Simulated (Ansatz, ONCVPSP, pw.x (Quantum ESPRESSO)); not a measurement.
pw.x on fcc W: one setting changed

Potential: optimised norm-conserving Vanderbilt (ONCV), ONCVPSP 4.0.1.1 (patched build), PBE; core [Kr] 4d10 4f14, reference 5s2 5p6 5d4 6s2; waves: 5s+6s: rc 1.95 bohr, ncon 4, nbas 8, qcut 7 1/bohr, 2 projectors; 5p: rc 1.75 bohr, ncon 4, nbas 8, qcut 6.1 1/bohr, 2 projectors, debl 1.3 Ha; 5d: rc 2.90 bohr, ncon 4, nbas 8, qcut 6.3 1/bohr, 2 projectors, debl 1.7 Ha; f scattering state at 0.09 Ha: rc 2.70 bohr, ncon 4, nbas 8, qcut 3.9 1/bohr, 1 projector; local part: polynomial inside 1.25 bohr (lpopt 4, dvloc0 3 Ha); core correction: none. In the p channel the program set the typed energies aside and used -1.588, 0.250 Ha.

The reference run (k-mesh 14³, cutoffs 45/180 Ry, Fermi–Dirac 0.01 Ry, mixing_beta 0.4, conv_thr 1e-9, no spin) gives -0.41 GPa at 16.478 Å³/atom, where all-electron LAPW gives -0.06 GPa. This run, with its own iteration cap, changes mixing_ndim to 16.

```
&control
  calculation='scf', prefix='x', pseudo_dir='./', outdir='./tmp', tstress=.true., disk_io='none'
/
&system
  ibrav=0, nat=1, ntyp=1, ecutwfc=45, ecutrho=180, nbnd=15,
  occupations='smearing', smearing='fd', degauss=0.01
/
&electrons
  conv_thr=1e-09, mixing_beta=0.4, electron_maxstep=50, mixing_ndim=16
/
ATOMIC_SPECIES
W 1.0 W.UPF
CELL_PARAMETERS angstrom
  0.00000000 2.01972156 2.01972156
  2.01972156 0.00000000 2.01972156
  2.01972156 2.01972156 0.00000000
ATOMIC_POSITIONS crystal
W 0.0000 0.0000 0.0000
K_POINTS automatic
14 14 14 0 0 0
```

```bash
pw.x < W.scf.in > W.scf.out
```

Task: How does the run end?

Result: It converges in 6 iterations; the free energy moves by +0.0 meV/atom and the pressure by +0.00 GPa. The result is that of the reference run.

```
Message from routine setup:
     using ibrav=0 with symmetry is DISCOURAGED, use correct ibrav instead
     lattice parameter (alat)  =       5.3977  a.u.
     unit-cell volume          =     111.1991 (a.u.)^3
     number of electrons       =        14.00
     number of Kohn-Sham states=           15
     kinetic-energy cutoff     =      45.0000  Ry
     charge density cutoff     =     180.0000  Ry
     scf convergence threshold =      1.0E-09
     Exchange-correlation= PBE
     number of k points=   104  Fermi-Dirac smearing, width (Ry)=  0.0100
     iteration #  1     ecut=    45.00 Ry     beta= 0.40
     total energy              =    -137.10279175 Ry
     estimated scf accuracy    <       0.03585871 Ry
     iteration #  2     ecut=    45.00 Ry     beta= 0.40
     total energy              =    -137.10295966 Ry
     estimated scf accuracy    <       0.00569981 Ry
     iteration #  3     ecut=    45.00 Ry     beta= 0.40
     total energy              =    -137.10361839 Ry
     estimated scf accuracy    <       0.00029292 Ry
     iteration #  4     ecut=    45.00 Ry     beta= 0.40
     total energy              =    -137.10363303 Ry
     estimated scf accuracy    <       0.00000397 Ry
     iteration #  5     ecut=    45.00 Ry     beta= 0.40
     total energy              =    -137.10363406 Ry
     estimated scf accuracy    <       0.00000051 Ry
     iteration #  6     ecut=    45.00 Ry     beta= 0.40
     the Fermi energy is    21.0697 ev
!    total energy              =    -137.10363414 Ry
     estimated scf accuracy    <          5.1E-10 Ry
     smearing contrib. (-TS)   =      -0.00526448 Ry
     The total energy is F=E-TS. E is the sum of the following terms:
     one-electron contribution =     -21.15327620 Ry
     hartree contribution      =      16.99564216 Ry
     xc contribution           =     -15.21755623 Ry
     ewald contribution        =    -117.72317939 Ry
     convergence has been achieved in   6 iterations
          total   stress  (Ry/bohr**3)                   (kbar)     P=       -4.11
     Message from routine punch:
     Nothing written, as per user request (disk_io='none')
```

The run took about 5.8 s on one core of a shared host (Intel(R) Xeon(R) 6975P-C, 192 threads, 1512 GiB, load 64).
